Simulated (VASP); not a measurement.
# TaN (Fm-3m) in VASP: a series of runs, part 2 of 2

VASP 6.6.1. Earlier steps stand in the parts before.

## (3) Single point, PBE, collinear spin, ferromagnetic start

The input, INCAR:

```
PREC = Accurate
ENCUT = 520
EDIFF = 1E-6
ISMEAR = 0
SIGMA = 0.05
LREAL = False
LASPH = True
NELM = 80
ALGO = Normal
ISIF = 2
LWAVE = False
LCHARG = False
ISPIN = 2
MAGMOM = 0.5 0
LORBIT = 11
LMAXMIX = 4
GGA = PE
NBANDS = 19
```

The input, KPOINTS:

```
regular mesh
0
Gamma
  7 7 7
```

The input, POSCAR:

```
TaN
1.0
    0.0000000000      2.1790013100      2.1790013100
    2.1790013100      0.0000000000      2.1790013100
    2.1790013100      2.1790013100      0.0000000000
Ta N
1 1
Direct
    0.5000000000      0.5000000000      0.5000000000
    0.0000000000      0.0000000000      0.0000000000
```

Potentials or basis: VASP PAW PBE potentials, release 64 (Ta_pv, N).

On the command line:

```bash
$ cat potpaw_PBE.64/Ta_pv/POTCAR potpaw_PBE.64/N/POTCAR > POTCAR
$ mpirun -np 1 vasp_std > vasp.out
```

OUTCAR:

```text
PREC = Accurate
   ENCUT = 520
   EDIFF = 1E-6
   ISMEAR = 0
   LREAL = False
   LASPH = True
   NELM = 80
   ISIF = 2
   ISPIN = 2
   LORBIT = 11
   GGA = PE

 ion  position               nearest neighbor table
   1  0.500  0.500  0.500-   2 2.18   2 2.18   2 2.18   2 2.18   2 2.18   2 2.18
   2  0.000  0.000  0.000-   1 2.18   1 2.18   1 2.18   1 2.18   1 2.18   1 2.18

  LATTYP: Found a face centered cubic cell.
 ALAT       =     4.3580026200

  Lattice vectors:

 A1 = (   0.0000000000,   2.1790013100,   2.1790013100)
 A2 = (   2.1790013100,   0.0000000000,   2.1790013100)
 A3 = (   2.1790013100,   2.1790013100,   0.0000000000)

[... 1088 lines left out ...]
 VOLUME and BASIS-vectors are now :
 -----------------------------------------------------------------------------
  energy-cutoff  :      520.00
  volume of cell :       20.69
      direct lattice vectors                 reciprocal lattice vectors
     0.000000000  2.179001310  2.179001310    -0.229462918  0.229462918  0.229462918
     2.179001310  0.000000000  2.179001310     0.229462918 -0.229462918  0.229462918
     2.179001310  2.179001310  0.000000000     0.229462918  0.229462918 -0.229462918

 POSITION                                       TOTAL-FORCE (eV/Angst)
 -----------------------------------------------------------------------------------
      2.17900      2.17900      2.17900         0.000000      0.000000      0.000000
      0.00000      0.00000      0.00000        -0.000000      0.000000     -0.000000
 -----------------------------------------------------------------------------------
    total drift:                                0.000000     -0.000000     -0.000000

  FREE ENERGIE OF THE ION-ELECTRON SYSTEM (eV)
  ---------------------------------------------------
  free  energy   TOTEN  =       -21.8059398284 eV

  energy  without entropy=      -21.8037164175  energy(sigma->0) =      -21.80482812

 total charge

# of ion       s       p       d       tot
------------------------------------------
    1        0.283   6.238   2.474   8.995
    2        1.231   2.568   0.000   3.799
--------------------------------------------------
tot          1.514   8.806   2.474  12.794

 magnetization (x)

# of ion       s       p       d       tot
------------------------------------------
    1        0.000  -0.000   0.000   0.000
    2        0.000   0.000   0.000   0.000
--------------------------------------------------
tot          0.000   0.000   0.000   0.000
```

OSZICAR:

```text
N       E                     dE             d eps       ncg     rms          rms(c)
DAV:   1     0.996685218421E+02    0.99669E+02   -0.80382E+03  1520   0.864E+02
DAV:   2    -0.219200709734E+02   -0.12159E+03   -0.11445E+03  1789   0.271E+02
DAV:   3    -0.248468425215E+02   -0.29268E+01   -0.29007E+01  1750   0.385E+01
DAV:   4    -0.248553837765E+02   -0.85413E-02   -0.85398E-02  1738   0.216E+00
DAV:   5    -0.248554017496E+02   -0.17973E-04   -0.17973E-04  1697   0.102E-01    0.262E+01
DAV:   6    -0.218925158172E+02    0.29629E+01   -0.38896E+00  1740   0.209E+01    0.108E+01
DAV:   7    -0.218408675861E+02    0.51648E-01   -0.40708E-01  1586   0.484E+00    0.749E+00
DAV:   8    -0.218099972289E+02    0.30870E-01   -0.83801E-02  1640   0.256E+00    0.190E+00
DAV:   9    -0.218061444907E+02    0.38527E-02   -0.54551E-03  1598   0.670E-01    0.292E-01
DAV:  10    -0.218059754390E+02    0.16905E-03   -0.83018E-04  1733   0.233E-01    0.228E-01
DAV:  11    -0.218059610882E+02    0.14351E-04   -0.47978E-05  1622   0.731E-02    0.374E-02
DAV:  12    -0.218059464491E+02    0.14639E-04   -0.79564E-06  1647   0.313E-02    0.221E-02
DAV:  13    -0.218059401781E+02    0.62710E-05   -0.49577E-07  1097   0.718E-03    0.721E-03
DAV:  14    -0.218059398284E+02    0.34971E-06   -0.52270E-07   859   0.749E-03
   1 F= -.21805940E+02 E0= -.21804828E+02  d E =-.222341E-02  mag=     0.0002
```

Run time: 17 s. Hardware: 1 thread of Intel Xeon Platinum 8375C at 2.90GHz (Ice Lake), shared host; peak memory 0.15 GiB.

Results:

```
Free energy                                           : -21.8059 eV
Pressure                                              : 15.3 GPa
Band gap on the k mesh                                : none (metal or under the smearing width)
Net moment                                            : 0.00 μB per cell
Valence electrons inside the program's atomic spheres : Ta 8.99; N 3.80
```

Caveat: so large a pressure means that the cell lies far from this level's equilibrium, or that cutoff or potentials fall short.

## (4) Single point, PBE, collinear spin, ferromagnetic start

The input, INCAR:

```
PREC = Accurate
ENCUT = 520
EDIFF = 1E-6
ISMEAR = 0
SIGMA = 0.05
LREAL = F
LASPH = T
NELM = 60
ALGO = Fast
ISIF = 2
LWAVE = F
LCHARG = F
ISPIN = 2
MAGMOM = 0.5 0
LORBIT = 11
LMAXMIX = 4
GGA = PE
NBANDS = 19
```

KPOINTS is that of step 3.

POSCAR is that of step 3.

On the command line:

```bash
$ cat potpaw_PBE.64/Ta_pv/POTCAR potpaw_PBE.64/N/POTCAR > POTCAR
$ mpirun -np 1 vasp_std > vasp.out
```

It took 19 s on 1 thread of Intel Xeon Platinum 8375C at 2.90GHz (Ice Lake), shared host; peak memory 0.15 GiB.

It converged, with:

```yaml
Free_energy: -21.8059 eV
Pressure: 15.3 GPa
Band_gap_on_the_k_mesh: none (metal or under the smearing width)
Net_moment: 0.00 μB per cell
Valence_electrons_inside_the_program's_atomic_spheres: Ta 8.99; N 3.80
```

Levels at points of the mesh, in eV from the Fermi level:
Spin up:
| k point | band 5 | band 6 | band 7 | band 8 | band 9 | band 10 | band 11 | band 12 |
| --- | --- | --- | --- | --- | --- | --- | --- | --- |
| (0.00, 0.00, 0.00) | -3.85 | -3.85 | -3.85 | -2.20 | -2.20 | -2.20 | 0.05 | 0.05 |
Spin down:
```csv
k point,band 6,band 7,band 8,band 9,band 10,band 11
"(0.00, 0.00, 0.00)",-3.85,-3.85,-2.20,-2.20,-2.20,0.05
```

Caveat: so large a pressure means that the cell lies far from this level's equilibrium, or that cutoff or potentials fall short. Spin-orbit coupling is left out, which matters for the levels of Ta.

## (5) Single point, PBE, collinear spin, random start

The input, INCAR:

```
SYSTEM = TaN
PREC = Accurate
ENCUT = 520
EDIFF = 1E-6
ISMEAR = 0
SIGMA = 0.05
LREAL = .FALSE.
LASPH = .TRUE.
NELM = 60
ALGO = Normal
ISIF = 2
LWAVE = .FALSE.
LCHARG = .FALSE.
ISPIN = 2
MAGMOM = -0.17 0
LORBIT = 11
LMAXMIX = 4
GGA = PE
```

The input, KPOINTS:

```
regular mesh
0
G
  7 7 7
  0 0 0
```

POSCAR is that of step 4.

On the command line:

```bash
$ cat potpaw_PBE.64/Ta_pv/POTCAR potpaw_PBE.64/N/POTCAR > POTCAR
$ mpirun -np 1 vasp_std > vasp.out
```

Wall time 17 s (1 thread of Intel Xeon Platinum 8375C at 2.90GHz (Ice Lake), shared host); peak memory 0.15 GiB.

The run converged. Its results:

```yaml
Free_energy: -21.8059 eV
Pressure: 15.3 GPa
Band_gap_on_the_k_mesh: none (metal or under the smearing width)
Net_moment: 0.00 μB per cell
Valence_electrons_inside_the_program's_atomic_spheres: Ta 8.99; N 3.80
```

Levels at points of the mesh, in eV from the Fermi level:
Spin up:
```
           k point  band 6  band 7  band 8  band 9  band 10  band 11
(0.00, 0.00, 0.00)   -3.85   -3.85   -2.20   -2.20    -2.20     0.05
```
Spin down:
```tsv
k point	band 5	band 6	band 7	band 8	band 9	band 10	band 11	band 12
(0.00, 0.00, 0.00)	-3.85	-3.85	-3.85	-2.20	-2.20	-2.20	0.05	0.05
```

Caveat: so large a pressure means that the cell lies far from this level's equilibrium, or that cutoff or potentials fall short. The run has no spin-orbit coupling, so splittings on Ta are missing.
